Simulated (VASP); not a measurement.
# BeTe (F-43m) in VASP: further runs

Runs on BeTe. Level: r2SCAN. Tasks: single point, relaxation of cell and atoms.

Everything below comes from runs of VASP 6.6.1. Logs are shortened: lines on timing, memory, paths and dates and some standing lists are left out, and cuts for length are marked.

### 1 The structure

The structure is cubic, space group F-43m (No. 216). The conventional cell has a = 5.655 Å, b = 5.655 Å, c = 5.655 Å, α = 90.00°, β = 90.00°, γ = 90.00°. Be (site symmetry -43m) is surrounded by 4 Te at 2.45 Å. Te (site symmetry -43m) is surrounded by 4 Be at 2.45 Å.

The cell comes from a database or a generator and needn't be the stable form of this composition.

### 2 Single point, r2SCAN

Input file POSCAR:

```
BeTe
1.0
    0.0000000000      2.8273171288      2.8273171288
    2.8273171288      0.0000000000      2.8273171288
    2.8273171288      2.8273171288      0.0000000000
Be Te
1 1
Direct
    0.0000000000      0.0000000000      0.0000000000
    0.7500000000      0.7500000000      0.7500000000
```

Input file INCAR.step1:

```
SYSTEM = BeTe
ALGO     = Normal         ! electronic algorithm
EDIFF    = 1E-4           ! SCF threshold, eV
ENCUT    = 520            ! plane-wave cutoff, eV
GGA      = PE             ! functional
ISMEAR   = 0              ! smearing method
LASPH    = .True.         ! aspherical terms in the spheres
LCHARG   = .False.        ! write CHGCAR
LREAL    = .False.        ! projectors in reciprocal space
LWAVE    = .True.         ! write WAVECAR
NBANDS   = 11             ! bands
NELM     = 100            ! most SCF steps
PREC     = Accurate       ! precision mode
SIGMA    = 0.02           ! smearing width, eV
```

Input file INCAR.step2:

```
SYSTEM = BeTe
ALGO     = Normal         ! electronic algorithm
EDIFF    = 1E-6           ! SCF threshold, eV
ENCUT    = 520            ! plane-wave cutoff, eV
ISIF     = 2              ! what is computed and relaxed
ISMEAR   = 0              ! smearing method
ISTART   = 1            
LASPH    = .True.         ! aspherical terms in the spheres
LCHARG   = .False.        ! write CHGCAR
LMIXTAU  = .True.       
LREAL    = .False.        ! projectors in reciprocal space
LWAVE    = .False.        ! write WAVECAR
METAGGA  = R2SCAN         ! meta-GGA
NBANDS   = 11             ! bands
NELM     = 100            ! most SCF steps
PREC     = Accurate       ! precision mode
SIGMA    = 0.02           ! smearing width, eV
```

Input file KPOINTS:

```
k-points
0
Gamma
  8 8 8
  0 0 0
```

Potentials or basis: VASP PAW PBE potentials, release 64 (Be, Te).

On the command line:

```sh
$ cat potpaw_PBE.64/Be/POTCAR potpaw_PBE.64/Te/POTCAR > POTCAR
$ cp INCAR.step1 INCAR
$ mpirun -np 1 vasp_std > vasp.out
$ cp INCAR.step2 INCAR
$ mpirun -np 1 vasp_std > vasp.out
```

OUTCAR:

```text
SYSTEM = BeTe
   EDIFF = 1E-6
   ENCUT = 520
   ISIF = 2
   ISMEAR = 0
   ISTART = 1
   LASPH = .True.
   LREAL = .False.
   METAGGA = R2SCAN
   NELM = 100
   PREC = Accurate

 ion  position               nearest neighbor table
   1  0.000  0.000  0.000-   2 2.45   2 2.45   2 2.45   2 2.45
   2  0.750  0.750  0.750-   1 2.45   1 2.45   1 2.45   1 2.45

  LATTYP: Found a face centered cubic cell.
 ALAT       =     5.6546342576

  Lattice vectors:

 A1 = (   0.0000000000,   2.8273171288,   2.8273171288)
 A2 = (   2.8273171288,   0.0000000000,   2.8273171288)
 A3 = (   2.8273171288,   2.8273171288,   0.0000000000)

Analysis of symmetry for initial positions (statically):
=====================================================================
 Subroutine PRICEL returns:
 Original cell was already a primitive cell.

 Routine SETGRP: Setting up the symmetry group for a
 face centered cubic supercell.

 Subroutine GETGRP returns: Found 24 space group operations
 (whereof 24 operations were pure point group operations)
 out of a pool of 48 trial point group operations.

The static configuration has the point symmetry T_d .

Analysis of symmetry for dynamics (positions and initial velocities):
=====================================================================
 Subroutine PRICEL returns:
 Original cell was already a primitive cell.

 Routine SETGRP: Setting up the symmetry group for a
 face centered cubic supercell.

 Subroutine GETGRP returns: Found 24 space group operations
 (whereof 24 operations were pure point group operations)
 out of a pool of 48 trial point group operations.

The dynamic configuration has the point symmetry T_d .

 Subroutine INISYM returns: Found 24 space group operations
 (whereof 24 operations are pure point group operations),
 and found     1 'primitive' translations

----------------------------------------------------------------------------------------

                                     Primitive cell

  volume of cell :      45.2016

  direct lattice vectors                    reciprocal lattice vectors
     0.000000000  2.827317129  2.827317129    -0.176846097  0.176846097  0.176846097
     2.827317129  0.000000000  2.827317129     0.176846097 -0.176846097  0.176846097
     2.827317129  2.827317129  0.000000000     0.176846097  0.176846097 -0.176846097

  length of vectors
     3.998430229  3.998430229  3.998430229     0.306306426  0.306306426  0.306306426

  position of ions in fractional coordinates (direct lattice)
     0.000000000  0.000000000  0.000000000
     0.750000000  0.750000000  0.750000000

  ion indices of the primitive-cell ions
   primitive index   ion index
                 1           1
                 2           2

----------------------------------------------------------------------------------------

 KPOINTS: k-points

Automatic generation of k-mesh.
 Grid dimensions read from file:
 generate k-points for:    8    8    8

 Generating k-lattice:

  Cartesian coordinates                     Fractional coordinates (reciprocal lattice)
    -0.022105762  0.022105762  0.022105762     0.125000000  0.000000000  0.000000000
     0.022105762 -0.022105762  0.022105762     0.000000000  0.125000000  0.000000000
     0.022105762  0.022105762 -0.022105762     0.000000000  0.000000000  0.125000000

  Length of vectors
     0.038288303  0.038288303  0.038288303

  Shift w.r.t. Gamma in fractional coordinates (k-lattice)
     0.000000000  0.000000000  0.000000000

 Subroutine IBZKPT returns following result:
 ===========================================

 Found     29 irreducible k-points:

 Following reciprocal coordinates:
            Coordinates               Weight
  0.000000  0.000000  0.000000      1.000000
  0.125000  0.000000  0.000000      8.000000
  0.250000  0.000000  0.000000      8.000000
  0.375000  0.000000  0.000000      8.000000
  0.500000  0.000000  0.000000      4.000000
  0.125000  0.125000  0.000000      6.000000
[... 16 lines left out ...]
  0.500000  0.250000  0.125000     48.000000
 -0.375000  0.250000  0.125000     24.000000
 [... further k-points ...]
   k-points           NKPTS =     29   k-points in BZ     NKDIM =     29   number of bands    NBANDS=     11
   number of dos      NEDOS =    301   number of ions     NIONS =      2
   total plane-waves  NPLWV =  27000
   dimension x,y,z NGX =    30 NGY =   30 NGZ =   30
   dimension x,y,z NGXF=    60 NGYF=   60 NGZF=   60
   ions per type =               1   1
   NGX,Y,Z   is equivalent  to a cutoff of  12.47, 12.47, 12.47 a.u.
   NGXF,Y,Z  is equivalent  to a cutoff of  24.95, 24.95, 24.95 a.u.
 SYSTEM =  BeTe
   PREC   = accura    normal or accurate (medium, high low for compatibility)
   ISTART =      1    job   : 0-new  1-cont  2-samecut
   ICHARG =      0    charge: 1-file 2-atom 10-const
   ISPIN  =      1    spin polarized calculation?
   LNONCOLLINEAR =      F non collinear calculations
   LSORBIT =      F    spin-orbit coupling
   LASPH  =      T    aspherical Exc in radial PAW
   ENCUT  =  520.0 eV  38.22 Ry    6.18 a.u.   7.43  7.43  7.43*2*pi/ulx,y,z
   NELM   =    100;   NELMIN=  2; NELMDL=  0     # of ELM steps
   EDIFF  = 0.1E-05   stopping-criterion for ELM
   LREAL  =      F    real-space projection
   EDIFFG = 0.1E-04   stopping-criterion for IOM
   NSW    =      0    number of steps for IOM
   IBRION =     -1    ionic relax: 0-MD 1-quasi-New 2-CG
   NFREE  =      0    steps in history (QN), initial steepest desc. (CG)
   ISIF   =      2    stress and relaxation
   ISYM   =      2    0-nonsym 1-usesym 2-fastsym
   POTIM  = 0.5000    time-step for ionic-motion
   TEBEG  =    0.0;   TEEND  =   0.0 temperature during run
   PSTRESS=    0.0 pullay stress
   NELECT =       8.0000    total number of electrons
   NUPDOWN=      -1.0000    fix difference up-down
   EMIN   =  10.00;   EMAX   =-10.00  energy-range for DOS
   EFERMI =   0.00;   METHOD = LEGACY
   ISMEAR =     0;   SIGMA  =   0.02  broadening in eV -4-tet -1-fermi 0-gaus
   EFERMI_NEDOS =   21; number of points for ismear=-14 and -15
   IALGO  =     38    algorithm
   IMIX   =      4    mixing-type and parameters
     AMIX     =   0.40;   BMIX     =  1.00
     AMIX_MAG =   1.60;   BMIX_MAG =  1.00
  volume/ion in A,a.u.               =      22.60       152.52
  Fermi-wavevector in a.u.,A,eV,Ry     =   0.919151  1.736944 11.494732  0.844839
  Thomas-Fermi vector in A             =   2.044313
   LORBIT       =      0    0 simple, 1 ext, 2 COOP (PROOUT), +10 PAW based schemes
   METAGGA = R2SCAN    functional components
   LHFCALC =     F    Hartree Fock is set to
   AEXX    =    0.0000 exact exchange contribution
   IVDW    =     0    specifies the selected vdW correction
   LEPSILON=     F    determine dielectric tensor
   LRPA    =     F    only Hartree local field effects (RPA)
 non-spin polarized calculation
 Gauss-broadening in eV      SIGMA  =   0.02
  energy-cutoff  :      520.00
  volume of cell :       45.20
 maximum number of plane-waves:      1243
 NGX is ok and might be reduce to    30
   NGX = 15   NGY = 15   NGZ = 15

 number of electron       8.0000000 magnetization

 Free energy of the ion-electron system (eV)
  ---------------------------------------------------
  ext. energy  EPLUGINS =         0.00000000
  ---------------------------------------------------
  free energy    TOTEN  =       -30.68482438 eV

  energy without entropy =      -30.68482438  energy(sigma->0) =      -30.68482438

 E-fermi :   4.9411     XC(G=0):  -9.4286

 val. band max:        4.8019028448   @ k =   0.0000   0.0000   0.0000
 cond. band min:       7.1674418122   @ k =   0.5000   0.5000   0.0000
 fundamental gap:      2.3655389673
 Fermi energy:         4.9411091787

 k-point     1 :       0.0000    0.0000    0.0000
  band No.  band energies     occupation
      1      -7.9030      2.00000
      2       4.8019      2.00000
      3       4.8019      2.00000
      4       4.8019      2.00000
      5       8.8309      0.00000
      6       8.8309      0.00000
      7       8.8309      0.00000
      8       9.2189      0.00000
      9      13.8197      0.00000
     10      15.5249      0.00000
     11      15.5249      0.00000

 k-point     2 :       0.1250    0.0000    0.0000
  band No.  band energies     occupation
      1      -7.7483      2.00000
      2       3.4899      2.00000
      3       4.5675      2.00000
      4       4.5675      2.00000
      5       8.8151      0.00000
      6       9.1822      0.00000
      7       9.1823      0.00000
      8      10.4492      0.00000
      9      14.2808      0.00000
     10      14.6444      0.00000
     11      14.6444      0.00000

 k-point     3 :       0.2500    0.0000    0.0000
  band No.  band energies     occupation
      1      -7.3211      2.00000
      2       1.4278      2.00000
      3       4.1226      2.00000
      4       4.1226      2.00000
      5       8.5779      0.00000
      6       9.7283      0.00000
      7       9.7283      0.00000
      8      12.4547      0.00000
      9      14.3769      0.00000
     10      14.3769      0.00000
     11      14.5847      0.00000
[... 267 lines left out ...]
 k-point    23 :       0.5000    0.2500    0.1250
  band No.  band energies     occupation
      1      -6.4823      2.00000
      2       0.0618      2.00000
      3       1.9668      2.00000
      4       3.0983      2.00000
      5       9.2870      0.00000
      6       9.9390      0.00000
      7      11.2420      0.00000
      8      12.2622      0.00000
      9      15.3625      0.00000
     10      15.7794      0.00000
     11      17.8363      0.00000

 k-point    24 :      -0.3750    0.2500    0.1250
  band No.  band energies     occupation
      1      -6.2374      2.00000
      2      -0.4550      2.00000
      3       1.8532      2.00000
      4       2.8703      2.00000
      5       9.4903      0.00000
      6       9.5897      0.00000
      7      12.0390      0.00000
      8      13.1928      0.00000
      9      13.8421      0.00000
     10      17.0879      0.00000
     11      17.4556      0.00000

 [... further k-points ...]

------------------------ aborting loop because EDIFF is reached ----------------------------------------

  FORCE on cell =-STRESS in cart. coord.  units (eV):
  Direction    XX          YY          ZZ          XY          YZ          ZX
  --------------------------------------------------------------------------------------
  -------------------------------------------------------------------------------------
  Total        0.0698865      0.0698865      0.0698865      0.0000000      0.0000000      0.0000000
  in kB        2.4771381      2.4771381      2.4771381      0.0000000      0.0000000      0.0000000
  external PRESSURE =       2.4771381 kB  Pullay stress =       0.0000000 kB

 VOLUME and BASIS-vectors are now :
 -----------------------------------------------------------------------------
  energy-cutoff  :      520.00
  volume of cell :       45.20
      direct lattice vectors                 reciprocal lattice vectors
     0.000000000  2.827317129  2.827317129    -0.176846097  0.176846097  0.176846097
     2.827317129  0.000000000  2.827317129     0.176846097 -0.176846097  0.176846097
     2.827317129  2.827317129  0.000000000     0.176846097  0.176846097 -0.176846097

 POSITION                                       TOTAL-FORCE (eV/Angst)
 -----------------------------------------------------------------------------------
      0.00000      0.00000      0.00000         0.000000     -0.000000     -0.000000
      4.24098      4.24098      4.24098        -0.000000      0.000000      0.000000
 -----------------------------------------------------------------------------------
    total drift:                               -0.000000     -0.000000     -0.000000

  FREE ENERGIE OF THE ION-ELECTRON SYSTEM (eV)
  ---------------------------------------------------
  free  energy   TOTEN  =       -30.6848243813 eV

  energy  without entropy=      -30.6848243813  energy(sigma->0) =      -30.68482438
```

Wall time 28 s (1 thread of Intel Xeon 6975P-C (Granite Rapids), shared host); peak memory 0.18 GiB.

Results:

* Free energy: -30.6848 eV
* Pressure: 0.2 GPa
* Band gap on the k mesh: 2.37 eV, indirect (least direct gap 4.03 eV)

Caveat: the PAW data sets were made with another functional, which shifts forces and pressure a little; spin-orbit coupling is left out, which moves the levels of the heavy elements.

(Continued in part 2 of 2.)
